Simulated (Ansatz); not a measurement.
Space group Im-3m (No. 229). a = 5.605 Å, b = 5.605 Å, c = 5.605 Å, α = 90.00°, β = 90.00°, γ = 90.00°
```csv
atom,site,symmetry,x,y,z
Rb,2a,m-3m,0.0000,0.0000,0.0000
```

Equation of state of this Rb structure (not necessarily the ground state), with shape and atoms relaxed at each volume where symmetry leaves them free. It has no gap at any of these volumes. Theory: DFT PBEsol, scalar-relativistic, plane waves, PAW (Ansatz 0.2.0).

Plane waves to 420 eV, a k mesh through Γ of 10×10×10 on the computed 1-atom cell and Gaussian smearing (0.10 eV); no spin polarisation.

| V (Å³/atom) | E − E(largest V) (meV/atom) | P (GPa) |
| --- | --- | --- |
| 77.478 | 1.06 | 0.40 |
| 80.120 | -4.43 | 0.26 |
| 82.761 | -7.78 | 0.14 |
| 85.402 | -9.29 | 0.04 |
| 88.043 | -9.21 | -0.05 |
| 90.685 | -7.75 | -0.13 |
| 93.326 | -5.11 | -0.19 |
| 96.848 | 0.00 | -0.27 |

Question: Fit a third-order Birch–Murnaghan equation to E(V).

Answer: V0 = 86.56 Å³/atom, B0 = 3 GPa, B0' = 3.8.